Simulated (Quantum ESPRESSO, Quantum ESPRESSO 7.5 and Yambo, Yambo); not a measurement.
# A GW chain in Yambo: CdTe (F-43m)

How does a plane-wave GW calculation on CdTe (F-43m) run from the first input to the gap?

Calculated with Quantum ESPRESSO 7.5 and Yambo 5.3.0; PBE and many-body steps on it, plane waves.

**What was measured.**

- Gap 1.32 ± 0.02 eV: direct optical gap from Tauc analysis, 2.5 h deposition; UV-vis diffuse reflectance; film (electrodeposited 2.5 h on FTO, nearly stoichiometric) (“Electrodeposition of CdTe Thin Films for Solar Energy Water Splitting”, 2020, pmc:7177234).

- Gap 1.592 eV: near-band-edge L1 bound-exciton energy extrapolated to 0 K (Varshni), slightly below the true gap; temperature-dependent photoluminescence; 0 K; bulk crystal (vertical Bridgman single crystal) (“Photoluminescence characteristics of Cd1-xMnxTe single crystals grown by the vertical Bridgman method”, 2012, pmc:3275455).

- Gap 1.48 ± 0.02 eV: direct optical gap from Tauc analysis, 1.5 h deposition; UV-vis diffuse reflectance; film (electrodeposited 1.5 h on FTO, Te-rich) (“Electrodeposition of CdTe Thin Films for Solar Energy Water Splitting”, 2020, pmc:7177234).

This is a report of a sequence of runs, with most program output left out.

## 1. The starting structure

The structure is cubic, space group F-43m (No. 216). The conventional cell has a = 6.480 Å, b = 6.480 Å, c = 6.480 Å, α = 90.00°, β = 90.00°, γ = 90.00°. Cd has 4 Te at 2.81 Å nearest. Nearest to Te lie 4 Cd at 2.81 Å. Farther neighbours and most contacts between anions are not listed.

The cell and positions come from the Crystallography Open Database and are kept as given unless a step says otherwise.

## 2. Ground state

This step: Quantum ESPRESSO 7.5; DFT, PBE with spin-orbit coupling, plane waves, norm-conserving pseudopotentials.

The ground-state density comes first.

pw.in

```
&control
  calculation = 'scf'
  prefix = 'x'
  outdir = 'o'
  pseudo_dir = 'pseudo'
/
&system
  ibrav = 0
  nat = 2
  ntyp = 2
  ecutwfc = 94.0
  nbnd = 54
  force_symmorphic = .true.
  noncolin = .true.
  lspinorb = .true.
/
&electrons
  conv_thr = 1e-10
  electron_maxstep = 80
  mixing_beta = 0.5
/
ATOMIC_SPECIES
  Cd 112.41 Cd.upf
  Te 127.6 Te.upf
CELL_PARAMETERS angstrom
  0.0000000000 3.2400000000 3.2400000000
  3.2400000000 0.0000000000 3.2400000000
  3.2400000000 3.2400000000 0.0000000000
ATOMIC_POSITIONS crystal
  Cd 0.0000000000 0.0000000000 0.0000000000
  Te 0.2500000000 0.2500000000 0.2500000000
K_POINTS automatic
  6 6 6 0 0 0
```

Run with:

```bash
> OMP_NUM_THREADS=1 mpirun -n 4 pw.x -nk 4 -in pw.in > pw.out
```

Wall time 65 s (4 MPI ranks of Arm Neoverse V2, shared host); peak memory 0.88 GiB.

Numbers from this step:

* total energy: -12420.6820 eV
* gap: 0.5039 eV
* k of the valence top: 0, 0, 0
* k of the conduction bottom: 0, 0, 0
* least direct gap: 0.5039 eV

The gap is direct, at Γ.

## 3. Bands along the symmetry lines

Levels along a band path, at the cheap level, show where the edges lie and whether the meshes to come will hold them.

pw.in

```
&control
  calculation = 'bands'
  prefix = 'x'
  outdir = 'o'
  pseudo_dir = 'pseudo'
/
&system
  ibrav = 0
  nat = 2
  ntyp = 2
  ecutwfc = 94.0
  nbnd = 56
  force_symmorphic = .true.
  noncolin = .true.
  lspinorb = .true.
/
&electrons
  conv_thr = 1e-9
  electron_maxstep = 80
  diago_full_acc = .true.
  diago_thr_init = 5e-6
/
ATOMIC_SPECIES
  Cd 112.41 Cd.upf
  Te 127.6 Te.upf
CELL_PARAMETERS angstrom
  0.0000000000 3.2400000000 3.2400000000
  3.2400000000 0.0000000000 3.2400000000
  3.2400000000 3.2400000000 0.0000000000
ATOMIC_POSITIONS crystal
  Cd 0.0000000000 0.0000000000 0.0000000000
  Te 0.2500000000 0.2500000000 0.2500000000
K_POINTS crystal
  50
  0.00000000 0.00000000 0.00000000 1
  -0.06250000 -0.06250000 0.00000000 1
  -0.12500000 -0.12500000 0.00000000 1
  -0.18750000 -0.18750000 0.00000000 1
  -0.25000000 -0.25000000 0.00000000 1
  -0.31250000 -0.31250000 0.00000000 1
  -0.37500000 -0.37500000 0.00000000 1
  -0.43750000 -0.43750000 0.00000000 1
  -0.50000000 -0.50000000 0.00000000 1
  -0.48437500 -0.48437500 0.03125000 1
  -0.46875000 -0.46875000 0.06250000 1
  -0.45312500 -0.45312500 0.09375000 1
  -0.43750000 -0.43750000 0.12500000 1
  -0.42187500 -0.42187500 0.15625000 1
  -0.40625000 -0.40625000 0.18750000 1
  -0.39062500 -0.39062500 0.21875000 1
  -0.37500000 -0.37500000 0.25000000 1
  -0.37500000 0.00000000 0.37500000 1
  -0.32812500 0.00000000 0.32812500 1
  -0.28125000 0.00000000 0.28125000 1
  -0.23437500 0.00000000 0.23437500 1
  -0.18750000 0.00000000 0.18750000 1
  -0.14062500 0.00000000 0.14062500 1
  -0.09375000 0.00000000 0.09375000 1
  -0.04687500 0.00000000 0.04687500 1
  0.00000000 0.00000000 0.00000000 1
  0.00000000 0.00000000 0.06250000 1
  0.00000000 0.00000000 0.12500000 1
  0.00000000 0.00000000 0.18750000 1
  0.00000000 0.00000000 0.25000000 1
  0.00000000 0.00000000 0.31250000 1
  0.00000000 0.00000000 0.37500000 1
  0.00000000 0.00000000 0.43750000 1
  0.00000000 0.00000000 0.50000000 1
  -0.06250000 -0.03125000 0.46875000 1
  -0.12500000 -0.06250000 0.43750000 1
  -0.18750000 -0.09375000 0.40625000 1
  -0.25000000 -0.12500000 0.37500000 1
  -0.31250000 -0.15625000 0.34375000 1
  -0.37500000 -0.18750000 0.31250000 1
  -0.43750000 -0.21875000 0.28125000 1
  -0.50000000 -0.25000000 0.25000000 1
  -0.50000000 -0.28125000 0.21875000 1
  -0.50000000 -0.31250000 0.18750000 1
  -0.50000000 -0.34375000 0.15625000 1
  -0.50000000 -0.37500000 0.12500000 1
  -0.50000000 -0.40625000 0.09375000 1
  -0.50000000 -0.43750000 0.06250000 1
  -0.50000000 -0.46875000 0.03125000 1
  -0.50000000 -0.50000000 0.00000000 1
```

Wall time 54 s (4 MPI ranks); peak memory 0.58 GiB.

Numbers from this step:

* gap: 0.5040 eV
* k of the valence top: 0, 0, 0
* k of the conduction bottom: 0, 0, 0
* least direct gap: 0.5040 eV

The gap is 0.504 eV, as in the run before at this level.

Electronic bands along the path, in eV, zero at the top of the highest filled band:

| point | band 41 | band 42 | band 43 | band 44 | band 45 | band 46 | band 47 | band 48 |
| --- | --- | --- | --- | --- | --- | --- | --- | --- |
| Γ | 0.00 | 0.00 | 0.00 | 0.00 | 0.50 | 0.50 | 4.11 | 4.11 |
| halfway | -1.55 | -1.55 | -1.17 | -1.17 | 2.68 | 2.68 | 3.06 | 3.06 |
| X | -2.32 | -2.32 | -1.98 | -1.98 | 2.34 | 2.34 | 2.41 | 2.41 |
| halfway | -2.59 | -2.40 | -2.03 | -1.98 | 2.43 | 2.44 | 2.94 | 3.02 |
| U | -3.01 | -2.72 | -1.82 | -1.79 | 2.61 | 2.65 | 4.15 | 4.34 |
| jump to K | -3.01 | -2.72 | -1.82 | -1.79 | 2.61 | 2.65 | 4.15 | 4.34 |
| halfway | -1.93 | -1.70 | -0.70 | -0.69 | 2.47 | 2.64 | 4.54 | 4.69 |
| Γ | 0.00 | 0.00 | 0.00 | 0.00 | 0.50 | 0.50 | 4.11 | 4.11 |
| halfway | -0.98 | -0.98 | -0.45 | -0.43 | 1.72 | 1.72 | 4.78 | 4.78 |
| L | -1.33 | -1.33 | -0.80 | -0.80 | 1.55 | 1.55 | 4.85 | 4.85 |
| halfway | -2.51 | -2.26 | -1.56 | -1.46 | 2.87 | 3.04 | 4.32 | 4.34 |
| W | -2.90 | -2.44 | -2.43 | -2.41 | 3.76 | 4.16 | 4.40 | 4.46 |
| halfway | -2.64 | -2.38 | -2.22 | -2.18 | 2.92 | 3.04 | 3.06 | 3.13 |
| X | -2.32 | -2.32 | -1.98 | -1.98 | 2.34 | 2.34 | 2.41 | 2.41 |

## 4. Empty states on the mesh, 4×4×4 mesh, 274 bands

The sums over transitions need many empty states on a uniform mesh; this step solves for them.

pw.in

```
&control
  calculation = 'nscf'
  prefix = 'x'
  outdir = 'o'
  pseudo_dir = 'pseudo'
/
&system
  ibrav = 0
  nat = 2
  ntyp = 2
  ecutwfc = 94.0
  nbnd = 274
  force_symmorphic = .true.
  noncolin = .true.
  lspinorb = .true.
/
&electrons
  conv_thr = 1e-9
  electron_maxstep = 80
  diago_full_acc = .true.
  diago_thr_init = 5e-6
/
ATOMIC_SPECIES
  Cd 112.41 Cd.upf
  Te 127.6 Te.upf
CELL_PARAMETERS angstrom
  0.0000000000 3.2400000000 3.2400000000
  3.2400000000 0.0000000000 3.2400000000
  3.2400000000 3.2400000000 0.0000000000
ATOMIC_POSITIONS crystal
  Cd 0.0000000000 0.0000000000 0.0000000000
  Te 0.2500000000 0.2500000000 0.2500000000
K_POINTS automatic
  4 4 4 0 0 0
```

Run time: 1.9 min. Hardware: 4 MPI ranks; peak memory 1.6 GiB; 7.6 min of CPU time.

Numbers from this step:

* gap: 0.5040 eV
* k of the valence top: 0, 0, 0
* k of the conduction bottom: 0, 0, 0
* least direct gap: 0.5040 eV
* k points computed: 8
* lowest point of the top converged band, above the valence top: 72.1428 eV

On this mesh the gap is 0.504 eV.

## 5. Conversion and set-up

This step: Yambo 5.3.0; conversion and set-up on PBE with spin-orbit coupling, plane waves, norm-conserving pseudopotentials.

The states are converted to the many-body program's format and the q mesh is built.

Run with:

```bash
> (cd o/x.save; p2y > p2y.log; mv SAVE ../..); yambo > setup.log
```

Elapsed: 4 s, on 1 MPI rank; peak memory 0.26 GiB.

## 6. Screening and self-energy, 4×4×4 mesh, 274 bands, screening to 156.5 eV

Now the one-shot GW correction: screening in the RPA, then the self-energy of the levels asked for.

This step: G0W0 on PBE with spin-orbit coupling, plane waves, norm-conserving pseudopotentials.

gw4.in

```
HF_and_locXC
gw0
dyson
ppa
em1d
rim_cut
RandQpts= 1000000
RandGvec= 1 RL
EXXRLvcs= 94 Ry
VXCRLvcs= 376 Ry
Chimod= "HARTREE"
% BndsRnXp
 1 | 274 |
%
NGsBlkXp= 11.5 Ry
% LongDrXp
 1 | 1 | 1 |
%
% GbndRnge
 1 | 274 |
%
DysSolver= "n"
ExtendOut
PPAPntXp= 27.21138 eV
% QPkrange
 1 | 1 | 41 | 48 |
%
```

Run with:

```bash
> OMP_NUM_THREADS=2 mpirun -n 2 yambo -F gw4.in -J gw4 -C gw4 > gw4.log
```

Wall time 26 min (2 MPI ranks); peak memory 2.9 GiB.

This step gave:

```
G0W0 gap on the points computed              : 1.223 eV
starting gap on the mesh                     : 0.5040 eV
k of the valence top                         : 0, 0, 0
k of the conduction bottom                   : 0, 0, 0
least direct G0W0 gap on the computed points : 1.223 eV
Z at the valence top                         : 0.7989
Z at the conduction bottom                   : 0.8092
```

The gap on the mesh goes from 0.50 eV to 1.22 eV, a correction of +0.72 eV.

Limits: finite bands, cutoff and mesh; coarse k mesh. v1 is the top filled band, c1 the lowest empty one. The levels before and after the correction (eV, zero at the valence-band top of each column):

|  | conduction bottom | valence top |
| --- | --- | --- |
| Kohn-Sham | 0.50 | 0.00 |
| G0W0 | 1.22 | 0.00 |

|  | level | energy (eV) |
| --- | --- | --- |
| Kohn-Sham | Γ v4-v1 | 0.000 |
| Kohn-Sham | Γ c1-c2 | 0.504 |
| Kohn-Sham | Γ c3-c4 | 4.106 |
| G0W0 | Γ v4-v1 | 0.000 |
| G0W0 | Γ c1-c2 | 1.223 |
| G0W0 | Γ c3-c4 | 4.741 |

## 7. Where the time went

Times are wall times on the hardware named with each run, good to a factor of about two.

| step | time | share | memory (GiB) |
| --- | --- | --- | --- |
| ground state | 65 s | 4 % | 0.88 |
| bands along the symmetry lines | 54 s | 3 % | 0.58 |
| empty states on the mesh | 1.9 min | 6 % | 1.6 |
| conversion and set-up | 4 s | 0 % | 0.26 |
| screening and self-energy | 26 min | 87 % | 2.9 |

## 8. What came out

| Property | Result |
| --- | --- |
| PBE gap | 0.50 eV, direct |
| G0W0 gap on the mesh | 1.22 eV |
| GW settings | 4×4×4 mesh, 274 bands, screening to 156.5 eV, Godby-Needs plasmon pole |
| known limits | not at the basis limit; coarse k mesh |

**Reading.** G0W0 moves the gap on the mesh from 0.50 eV to 1.22 eV (+0.72 eV), with Z of 0.80 and 0.81 at the edges. Only 1 of the mesh's irreducible points was corrected, so a valley elsewhere could overtake. The dearest step here is «screening and self-energy». Against experiment, by G0W0@PBE: the direct gap of 1.22 eV lies −0.10 eV from the measured 1.32 ± 0.02 eV (direct, 2020); the direct gap of 1.22 eV lies −0.37 eV from the measured 1.592 eV (exciton, 0 K, 2012); the direct gap of 1.22 eV lies −0.26 eV from the measured 1.48 ± 0.02 eV (direct, 2020). An exciton line or allowed optical edge lies below the quasiparticle gap by the binding energy; a forbidden edge can push the onset above it. The calculation has static nuclei and no excitons; a measured gap holds zero-point and thermal motion, which mostly lowers it. Bands and cutoff are finite, so the gap is not at the basis limit. The miss can reach some tenths of an eV and take either sign; the mesh is an error of its own. In the G0W0 run levels were corrected at 1 k point alone, so a gap called «on the mesh» is the least over those, and an edge elsewhere would be missed. The 4×4×4 mesh is coarse for this cell, which bears on the long-range parts of exchange and screening.

[Paths, hosts, dates, memory and timing lines, banners, echoed tables and standing remarks are left out of the program output.]

[Logs are printed without paths, hosts, clocks, repeated set-up lines and the standing remarks that a program may print on its own settings, such as how far it seeks lower states.]

[Runs of the session that timed out or met a known fault of the program may be left out.]

[Hosts, paths, dates, database ids (printed as entryN), source tags and the programs' standing remarks are cut or masked in the printed files.]
